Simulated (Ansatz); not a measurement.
# CrI3 monolayer in a perpendicular field

Wanted: the out-of-plane response of the CrI3 monolayer. A positive field points along +c.

Main program and level: Ansatz 0.2.0; plane-wave DFT, PBE-D3(BJ), Ansatz PAW.

## (1) The structure

The cell holds 8 atoms: 6 I and 2 Cr. Cell: a = 6.907 Å, b = 6.907 Å, c = 37.249 Å, α = 90.0°, β = 90.0°, γ = 120.0°. Vacuum lies along c.

## (2) Relaxation

The starting cell is a guess, so the in-plane lattice and the atoms are relaxed first, with the slab cut off from its images along the normal.

File input.yaml:

```yaml
crystal:
  lattice:
    - [6.90675, 0.0, 0.0]
    - [-3.453375, 5.9814209576, 0.0]
    - [0.0, 0.0, 37.2494780018]
  atoms:
    - { symbol: I, position: [0.64, 0.0, 0.4577245351] }
    - { symbol: I, position: [0.0, 0.64, 0.4577245351] }
    - { symbol: I, position: [0.36, 0.36, 0.4577245351] }
    - { symbol: Cr, position: [0.3333333333, 0.6666666667, 0.5], spin: 3.0 }
    - { symbol: Cr, position: [0.6666666667, 0.3333333333, 0.5], spin: 3.0 }
    - { symbol: I, position: [0.36, 0.0, 0.5422754649] }
    - { symbol: I, position: [0.0, 0.36, 0.5422754649] }
    - { symbol: I, position: [0.64, 0.64, 0.5422754649] }
  periodic: [true, true, false]
magnetization:
  spin_polarized: true
kpoints:
  mp_grid: { grid: [6, 6, 1] }
hamiltonian:
  xc: pbe
  dispersion: d3bj
scf:
  occupations: { method: fermi_dirac, width: 0.05 }
  convergence: { dr2_threshold: 1.0e-09 }
relax:
  f_tol: 0.004
  max_steps: 90
  cell: {}
output:
  write_potential: true
  write_density: true
  volumetric_format: npy
```

Started as:

```
> ansatz run input.yaml --threads 4 --pin off --max-ram 12288MiB --backend cpu --events-out ev --progress --plain --runs-dir out
```

Numbers of over 12 decimals in the logs are rounded to 6 here.

The program printed:

```text
Warning: relax.cell: scf.convergence.dr2_threshold = 1e-9 eV is looser than the 4.62671727011e-10 eV advised for a relaxation that steers and ends on the stress (1e-10 eV for each atom of the cell: 8, times the square of relax.cell.stress_2d_tol = 0.05 N/m over 13.1 Å (the atoms' height at the walk's start and 5 Å past either face), 3.802e-2 GPa, over a crystal's default 0.05). What an SCF threshold leaves in a stress goes as its square root, and in the free energy as the threshold itself, and one threshold admits the most on a small cell: [figures from the program's tests cut] Set scf.convergence.dr2_threshold to 4.62671727011e-10 eV or tighter. [rest of the remark cut]
Engine: ansatz 0.2.0, aarch64-unknown-linux-gnu
Pseudopotentials: kind: paw
Pseudopotential: I, paw, valence charge 17, recommended cutoff 420 eV (normal), I.paw.azcp
Pseudopotential: Cr, paw, valence charge 14, recommended cutoff 420 eV (normal), Cr.paw.azcp
Functional definition: PBE
  parameter kappa = 0.804
  parameter beta = 0.066725
  exchange = pbe_x(kappa = kappa, mu = beta*pi^2/3)
  correlation = pbe_c(beta = beta)
Crystal: 8 atoms, lattice volume = 1538.857 Å³
Basis set: ecut = 420 eV, 30125 PW (Γ), exchange–correlation on 96×96×500 points (8 copies of the dense FFT grid, shifted against one another)
Bands: 82, of which v1, the nominal top of the filled ones, is band 65 counted from 1 (64 counted from 0)
Symmetry: 12 space group operations
Space group: P-31m (ITA 162), of the structure as read, at distance tolerance 1.2e-4 Å
Magnetic group: BNS 162.73 (UNI 1303), of the structure as read, at distance tolerance 1.2e-4 Å
k-points: 7 of 36
Non-local potential: I, projectors of the file, l = 0: 2, l = 1: 2, l = 2: 2, l = 3: 2
Non-local potential: Cr, projectors of the file, l = 0: 3, l = 1: 2, l = 2: 3, l = 3: 1
PAW form: soft (Blöchl's): semilocal exchange-correlation on the pseudo side does not see the compensation charge
PAW one-centre angular grid: I, 590 points (default); XC on 64 Gauss nodes
PAW one-centre angular grid: Cr, 590 points (default); XC on 64 Gauss nodes
Initial density: superposition of atomic densities (neutral atoms: chi_scale 0, normalization atom)
Starting moments: Σ|m| = 6 μB on 2 of 8 sites
Initial wavefunctions: pseudopotential atomic-orbital guess
Functional: x = pbe(κ = 0.804, μ = 0.219515), c = pbe(β = 0.066725)
SCF iter   1: F=—  HF=-51839.195083 eV  |F-HF|=—  |Δ(HF+E_count)|=         —  Δρ=1.27e-2 (↑1.26e-2 ↓1.27e-2)  dr2=9.88e0  dr2_m=2.97e-1  M=6.000 μB ∫|m|=6.548 μB  β_m=0.30  ethr=3.10e-3  ⟨swp⟩=15.2  Hψ=6958  notcnv=0  defer=16
Mixer restart at iter 1: flushing history
preconditioner: auto → Resta (q_TF=auto, 1.807 Å⁻¹)  ε∞=1.6  [insulator: Δε(μ)=1.212 eV  Ē_g=8.896 eV  σ=0.050 eV  W_gap=1.00  n_scr=122 (ndim 8)  ℏωp=7.0 eV  f_vac=0.802  D(μ)=0.00/eV (n_scr^D=0)  ε∞_Penn≈1.6  vacuum switching on, ρ_ref=5.7e-3 e/Å³]
spin=Collinear: Resta preconditioning applied to the charge; magnetization (m = ρ↑ − ρ↓) channel mixes plain (no charge-response kernel on spin).
SCF iter   2: F=—  HF=-51838.565051 eV  |F-HF|=—  |Δ(HF+E_count)|=   6.30e-1  Δρ=8.28e-3 (↑8.28e-3 ↓4.77e-3)  dr2=7.42e-1  dr2_m=4.69e-1  M=6.000 μB ∫|m|=6.817 μB  β_m=0.30  ethr=3.10e-3  ⟨swp⟩=5.0  Hψ=2980  notcnv=0  defer=91
SCF iter   3: F=—  HF=-51838.435263 eV  |F-HF|=—  |Δ(HF+E_count)|=   1.30e-1  Δρ=4.90e-3 (↑4.90e-3 ↓4.43e-3)  dr2=2.06e-1  dr2_m=2.33e-1  M=6.000 μB ∫|m|=6.845 μB  β_m=0.54  ethr=5.71e-4  ⟨swp⟩=4.3  Hψ=2031  notcnv=0  defer=100
SCF iter   4: F=—  HF=-51838.521521 eV  |F-HF|=—  |Δ(HF+E_count)|=         —  Δρ=2.43e-3 (↑2.43e-3 ↓1.73e-3)  dr2=1.52e-1  dr2_m=4.89e-2  M=6.000 μB ∫|m|=7.139 μB  β_m=0.54  ethr=1.58e-4  ⟨swp⟩=3.6  Hψ=2533  notcnv=0  defer=100
SCF iter   5: F=—  HF=-51838.493615 eV  |F-HF|=—  |Δ(HF+E_count)|=   2.79e-2  Δρ=8.74e-4 (↑8.74e-4 ↓3.20e-4)  dr2=1.44e-2  dr2_m=4.39e-3  M=6.000 μB ∫|m|=7.171 μB  β_m=0.64  ethr=1.17e-4  ⟨swp⟩=3.9  Hψ=2073  notcnv=0  defer=98
SCF iter   6: F=—  HF=-51838.491331 eV  |F-HF|=—  |Δ(HF+E_count)|=   2.28e-3  Δρ=1.54e-4 (↑1.54e-4 ↓9.58e-5)  dr2=7.82e-4  dr2_m=1.75e-4  M=6.000 μB ∫|m|=7.180 μB  β_m=0.59  ethr=1.11e-5  ⟨swp⟩=2.9  Hψ=1924  notcnv=0  defer=98
SCF iter   7: F=—  HF=-51838.491174 eV  |F-HF|=—  |Δ(HF+E_count)|=   1.57e-4  Δρ=3.43e-5 (↑2.42e-5 ↓3.43e-5)  dr2=5.58e-6  dr2_m=1.11e-5  M=6.000 μB ∫|m|=7.184 μB  β_m=0.69  ethr=6.02e-7  ⟨swp⟩=4.0  Hψ=2559  notcnv=0  defer=98
SCF iter   8: F=—  HF=-51838.491175 eV  |F-HF|=—  |Δ(HF+E_count)|=   7.83e-7  Δρ=7.51e-6 (↑7.51e-6 ↓4.50e-6)  dr2=7.98e-7  dr2_m=4.56e-7  M=6.000 μB ∫|m|=7.188 μB  β_m=0.69  ethr=4.29e-9  ⟨swp⟩=3.6  Hψ=2121  notcnv=0  defer=98
SCF iter   9: F=—  HF=-51838.491176 eV  |F-HF|=—  |Δ(HF+E_count)|=   8.44e-7  Δρ=2.19e-6 (↑2.19e-6 ↓2.10e-6)  dr2=9.13e-8  dr2_m=5.51e-8  M=6.000 μB ∫|m|=7.189 μB  β_m=0.79  ethr=6.14e-10  ⟨swp⟩=4.0  Hψ=2677  notcnv=0  defer=98
SCF iter  10: F=—  HF=-51838.491176 eV  |F-HF|=—  |Δ(HF+E_count)|=   2.16e-7  Δρ=7.00e-7 (↑6.10e-7 ↓7.00e-7)  dr2=1.81e-8  dr2_m=3.21e-9  M=6.000 μB ∫|m|=7.189 μB  β_m=0.77  ethr=7.02e-11  ⟨swp⟩=3.1  Hψ=2400  notcnv=0  defer=98
SCF iter  11: F=—  HF=-51838.491176 eV  |F-HF|=—  |Δ(HF+E_count)|=   7.71e-9  Δρ=1.69e-7 (↑1.69e-7 ↓1.51e-7)  dr2=3.64e-10  dr2_m=3.08e-10  M=6.000 μB ∫|m|=7.189 μB  β_m=0.86  ethr=1.39e-11  ⟨swp⟩=4.0  Hψ=2664  notcnv=0  defer=98
SCF iter  12: F=-51838.491176 eV  HF=-51838.491176 eV  |F-HF|=8.73e-11  |Δ(HF+E_count)|=   4.43e-9  Δρ=2.24e-8 (↑2.24e-8 ↓1.55e-8)  dr2=1.19e-11  dr2_m=2.45e-12  M=6.000 μB ∫|m|=7.189 μB  ethr=1.00e-12  ⟨swp⟩=7.9  Hψ=6627  notcnv=0
SCF 1 converged in 12 iterations: F = -51838.491176 eV  dr2 = 1.19e-11
  greatest PAW one-centre occupation: 1.000 electrons in one spin orbital (limit 2), on the Cr atom at site 4 (counted from 0), in its partial waves of l = 0
relax step   1: F+E_penalty+E_count = -51838.49117606 eV  Δ(F+E_penalty+E_count) = +0.000e0 eV  max|allowed force component| = 1.051e-1 eV/Å  Δτ_max = 0.0000 Å  P = -0.165 N/m  Ω = 1538.857 Å³  fix = [c, alpha, beta]  reactions: c -0.000 N/m  (12 SCF iters, accepted)
Crystal: 8 atoms, lattice volume = 1522.357 Å³
Basis set: ecut = 420 eV, 29837 PW (Γ), exchange–correlation on 96×96×500 points (8 copies of the dense FFT grid, shifted against one another)
Initial density: handed on by an earlier stage of this run
Starting moments: Σ|m| = 6 μB on 2 of 8 sites; this step starts from the density that it was given
Initial wavefunctions: those handed on with the density
iter 1 solved again at ethr=2.42e-5 eV; its pass at ethr=3.10e-3 eV (dr2=3.14e-2 eV) is discarded
[...]
SCF iter   1: F=—  HF=-51838.516925 eV  |F-HF|=—  |Δ(HF+E_count)|=         —  Δρ=4.70e-6 (↑3.81e-6 ↓4.70e-6)  dr2=2.40e-7  dr2_m=4.60e-8  M=6.000 μB ∫|m|=7.166 μB  β_m=0.65  ethr=1.31e-6  ⟨swp⟩=7.5  Hψ=10761  notcnv=0  defer=6
eigensolver tolerance schedule: the retry pair's looser diagonalisation over-reported the residual by 7111.21 of it (diagonalisation noise at an unbounded share of the residual, at the tolerance the schedule requests for it); recorded, not acted on — ethr = c·dr2/N_el stays at c = 1.0e-1
preconditioner: auto → Resta (q_TF=auto, 1.813 Å⁻¹)  ε∞=1.7  [insulator: Δε(μ)=1.283 eV  Ē_g=8.679 eV  σ=0.050 eV  W_gap=1.00  n_scr=122 (ndim 8)  ℏωp=7.0 eV  f_vac=0.805  D(μ)=0.00/eV (n_scr^D=0)  ε∞_Penn≈1.7  vacuum switching on, ρ_ref=5.5e-3 e/Å³]
spin=Collinear: Resta preconditioning applied to the charge; magnetization (m = ρ↑ − ρ↓) channel mixes plain (no charge-response kernel on spin).
SCF iter   2: F=—  HF=-51838.516665 eV  |F-HF|=—  |Δ(HF+E_count)|=   2.60e-4  Δρ=2.14e-6 (↑2.14e-6 ↓1.70e-6)  dr2=9.20e-8  dr2_m=9.63e-9  M=6.000 μB ∫|m|=7.166 μB  β_m=0.47  ethr=1.85e-10  ⟨swp⟩=5.9  Hψ=3938  notcnv=0  defer=1
SCF iter   3: F=—  HF=-51838.516665 eV  |F-HF|=—  |Δ(HF+E_count)|=   2.52e-9  Δρ=9.56e-7 (↑8.09e-7 ↓9.56e-7)  dr2=1.29e-8  dr2_m=1.66e-9  M=6.000 μB ∫|m|=7.166 μB  β_m=0.62  ethr=7.08e-11  ⟨swp⟩=2.7  Hψ=2141  notcnv=0  defer=1
SCF iter   4: F=—  HF=-51838.516665 eV  |F-HF|=—  |Δ(HF+E_count)|=   1.02e-8  Δρ=4.27e-7 (↑4.27e-7 ↓2.08e-7)  dr2=4.24e-9  dr2_m=3.72e-10  M=6.000 μB ∫|m|=7.166 μB  β_m=0.57  ethr=9.90e-12  ⟨swp⟩=3.4  Hψ=2367  notcnv=0  defer=1
SCF iter   5: F=—  HF=-51838.516665 eV  |F-HF|=—  |Δ(HF+E_count)|=   1.96e-9  Δρ=9.26e-8 (↑9.26e-8 ↓3.76e-8)  dr2=1.13e-10  dr2_m=2.15e-11  M=6.000 μB ∫|m|=7.166 μB  β_m=0.63  ethr=3.26e-12  ⟨swp⟩=3.0  Hψ=2387  notcnv=0  defer=1
SCF iter   6: F=—  HF=-51838.516665 eV  |F-HF|=—  |Δ(HF+E_count)|=  2.40e-10  Δρ=4.17e-8 (↑4.17e-8 ↓2.59e-8)  dr2=1.35e-10  dr2_m=1.99e-12  M=6.000 μB ∫|m|=7.166 μB  β_m=0.62  ethr=1.00e-12  ⟨swp⟩=2.0  Hψ=1539  notcnv=0  defer=1
iter 7 met the thresholds in force, and the SCF goes on: an eigenvalue changes by 0.07 meV, over its tolerance of 0.05 meV (output.eigenvalues, Limitations)
SCF iter   7: F=-51838.516665 eV  HF=-51838.516665 eV  |F-HF|=5.82e-11  |Δ(HF+E_count)|=  2.55e-10  Δρ=5.52e-8 (↑5.52e-8 ↓4.53e-8)  dr2=2.65e-10  dr2_m=1.14e-12  M=6.000 μB ∫|m|=7.166 μB  β_m=0.72  ethr=1.00e-12  ⟨swp⟩=21.9  Hψ=7920  notcnv=0
SCF iter   8: F=-51838.516665 eV  HF=-51838.516665 eV  |F-HF|=3.06e-10  |Δ(HF+E_count)|=  1.82e-10  Δρ=6.86e-9 (↑6.51e-9 ↓6.86e-9)  dr2=3.85e-12  dr2_m=2.40e-14  M=6.000 μB ∫|m|=7.166 μB  ethr=1.00e-12  ⟨swp⟩=6.4  Hψ=5131  notcnv=0
SCF 6 converged in 8 iterations: F = -51838.516665 eV  dr2 = 3.85e-12
relax step   6: F+E_penalty+E_count = -51838.51666505 eV  Δ(F+E_penalty+E_count) = +7.638e-4 eV  max|allowed force component| = 8.816e-4 eV/Å  Δτ_max = 0.0000 Å  P = -0.005 N/m  Ω = 1507.996 Å³  fix = [c, alpha, beta]  reactions: c -0.000 N/m  stress off target by 5.20e-3 N/m on what of the cell is left free  SCF on the basis re-selected at this cell (its energy is not comparable with the rows above)  (8 SCF iters)
basis re-selected at this cell: Δ(F+E_penalty+E_count) = +7.638e-4 eV, ΔP = -0.000 N/m vs the last step (what re-selecting the basis moved, of the pressure what is left beyond the Pulay correction that the steps carried, after the strain that the cell walked since its last selection, with what the two solves' SCF thresholds leave and, on support functions, any second-order correction that the steps lacked; it is no m [...]
WARN: The output density's exchange-correlation potential varies sharply where the density is thin. Do not read a vacuum level from v_tot or v_xc, or from such a field of the output density. On a cell that repeats whose density bears no net charge and no dipole along the vacuum's axis use v_es (v_loc + v_h of the components); under efield.dipole_correction with no amplitude use v_es + v_field, which holds any externa [...]
SCF converged after 8 iterations
an eigenvalue changed by more than its tolerance at an iteration that met the thresholds in force, so the SCF went on 1 time: the last check found none over its tolerance
Magnetization: 6.0000 μB (68.0000 up, 62.0000 down)
Absolute magnetization: 7.1683 μB (∫|ρ↑−ρ↓|, with the PAW one-centre terms)
Spin contamination: 0.1954 ħ² per cell (⟨S²⟩ above its minimum at these occupations)
Per-site moments (μB) at R_I (Å): [(-0.049794, 1.120049), (-0.049794, 1.120049), (-0.049794, 1.120049), (2.927242, 1.120049), (2.927242, 1.120049), (-0.049794, 1.120049), (-0.049794, 1.120049), (-0.049794, 1.120049)]
Free energy (F): -51838.516665 eV
Harris-Foulkes:  -51838.516665 eV  (|F-HF|=3.06e-10)
Internal energy: -51838.516662 eV  (E = F + TS)
E sigma→0 (E₀):  -51838.516664 eV
Entropy (-TS):   -0.000003 eV (-0.000 meV/atom)
Fermi energy:    -5.042592 eV
--- Per-component energies (eV) ---
  E_band       = -4421.626055
  E_kinetic    = 1813.425040
  E_local      = -303418.255080  (includes V_loc(G=0)·N_el)
  E_nonlocal   = -379.693537
  E_hartree    = 150834.098612
  E_xc         = -1043.037366
  E_vxc        = -1121.387129  (∫ρ·V_xc dr)
  E_paw        = -31292.540269  (= ΣΔE_a)
  E_vpaw       = -2983.912761  (= ΣTr[D̂ρ^β])
  E_aug_tail   = 0.000606  (compensation charges beyond the density's cutoff)
  E_ewald      = 131649.641160
  E_disp       = -2.155830  (pairwise vdW)
  E_smearing   = -0.000003  (= −TS)
  E_closure    = 0.000000  (closes the sum)
  Σ components = -51838.516665   (vs F -51838.516665, Δ=0.00e0)
--- Forces (eV/Å), atoms counted from 1 ---
  atom   1  I      0.00088156     0.00000000     0.00066311
  atom   2  I     -0.00044078     0.00076346     0.00066311
  atom   3  I     -0.00044078    -0.00076346     0.00066311
  atom   4  Cr     0.00000000     0.00000000     0.00000000
  atom   5  Cr     0.00000000    -0.00000000     0.00000000
  atom   6  I     -0.00088156     0.00000000    -0.00066311
  atom   7  I      0.00044078    -0.00076346    -0.00066311
  atom   8  I      0.00044078     0.00076346    -0.00066311
  max |Σ_I F_I| component: 9.22e-19 eV/Å
--- 2D stress c σ (N/m, compression-positive) ---
       -0.005204       0.000000       0.000000
       -0.000000      -0.005204       0.000000
        0.000000       0.000000      -0.000000
  P = ½ c Tr σ = -0.0052 N/m
--- Band table (eV; the first three rows and the last of 14) ---
  k-point 0 ↑: bands = [... 61 lower, -6.3574, -6.3574, -6.3430, -6.1645, -6.1645, -5.6817, -5.6817, -4.3798, ... 13 higher]
  k-point 1 ↑: bands = [... 61 lower, -6.5693, -6.4010, -6.2815, -6.1590, -6.1490, -5.8247, -5.6738, -4.3767, ... 13 higher]
  k-point 2 ↑: bands = [... 61 lower, -6.4578, -6.3834, -6.2513, -6.1769, -6.1267, -5.9637, -5.7115, -4.3612, ... 13 higher]
  k-point 6 ↓: bands = [... 61 lower, -6.3229, -3.8154, -3.8154, -3.6864, -3.5486, -3.3391, -3.3391, -2.9847, ... 13 higher]
  the weakly bound empty levels are not read free of the cell's end (no_gap_told)
--- Relaxed structure (5 steps of the walk, 4 accepted, 1 SCFs on fresh bases) ---
  F+E_penalty+E_count = -51838.51666505 eV   max|allowed force component| = 8.816e-4 eV/Å   (the final SCF, on the basis selected at the relaxed cell)
  cell:  # Å, volume = 1507.9956 Å³
    - [6.837142, 0, 0]
    - [-3.418571, 5.921139, 0]
    - [0, 0, 37.2494780018]
  atoms:
    - { symbol: I, position: [0.648620, -3.6252328006073137e-19, 0.458026] }
    - { symbol: I, position: [5.551115123125783e-17, 0.648620, 0.458026] }
    - { symbol: I, position: [0.351380, 0.351380, 0.458026] }
    - { symbol: Cr, position: [0.333333, 0.666667, 0.5] }
    - { symbol: Cr, position: [0.666667, 0.333333, 0.5] }
    - { symbol: I, position: [0.351380, -3.625232800607314e-19, 0.541974] }
    - { symbol: I, position: [-5.551115123125783e-17, 0.351380, 0.541974] }
    - { symbol: I, position: [0.648620, 0.648620, 0.541974] }
```

It took 3.3 min on 4 threads of Arm Neoverse V2, shared host; peak memory 3.7 GiB.

The steps of the relaxation:

| step | energy less that of the first step (eV) | largest force component (eV/Å) | volume (Å³) |
| --- | --- | --- | --- |
| 1 | 0.0000 | 0.1051 | 1538.86 |
| 2 | 0.0416 | 0.2205 | 1522.36 |
| 3 | -0.0238 | 0.0078 | 1521.74 |
| 4 | -0.0259 | 0.0083 | 1511.16 |
| 5 | -0.0263 | 0.0009 | 1508.00 |
| 6* | -0.0255 | 0.0009 | 1508.00 |

Relaxation steps marked * repeat the geometry before them on a plane-wave basis chosen anew for their cell, so energy and pressure can jump there. Relaxation step 2 was tried and not accepted.

The run keeps the 12 symmetry operations that it works with, so distortions that break them were not tested.

| cell as run | before | after | change |
| --- | --- | --- | --- |
| a (Å) | 6.907 | 6.837 | -1.0 % |
| b (Å) | 6.907 | 6.837 | -1.0 % |

The atoms that moved most (Å, along periodic axes as changes of fractional coordinates times the final cell, across vacuum about the mean position):

| atom | dx | dy | dz | length |
| --- | --- | --- | --- | --- |
| I3 | -0.029 | -0.051 | 0.011 | 0.060 |
| I7 | 0.029 | -0.051 | -0.011 | 0.060 |
| I6 | -0.059 | 0.000 | -0.011 | 0.060 |
| I8 | 0.029 | 0.051 | -0.011 | 0.060 |
| I2 | -0.029 | 0.051 | 0.011 | 0.060 |
| I1 | 0.059 | 0.000 | 0.011 | 0.060 |

This step gave:

| Item | Value |
| --- | --- |
| total moment | 6.000 μB |
| site moments | -0.04979, -0.04979, -0.04979, 2.927, 2.927, -0.04979, -0.04979, -0.04979 μB |

Site moment by atom:

| atom | site moment (μB) |
| --- | --- |
| I1 | -0.05 |
| I2 | -0.05 |
| I3 | -0.05 |
| Cr4 | 2.93 |
| Cr5 | 2.93 |
| I6 | -0.05 |
| I7 | -0.05 |
| I8 | -0.05 |

The lattice constant a goes from 6.907 to 6.837 Å.

(Part 1 of 2 ends here.)

[Logs are printed without paths, hosts, clocks, repeated set-up lines and the standing remarks that a program may print on its own settings, such as how far it seeks lower states.]

[Hosts, paths, dates, database ids (printed as entryN), source tags and the programs' standing remarks are cut or masked in the printed files.]

[Maps of the electrostatic potential energy from Ansatz leave out the sawtooth potential of an applied field or a dipole correction, so their vacuum need not be flat; planar profiles and work functions include it.]
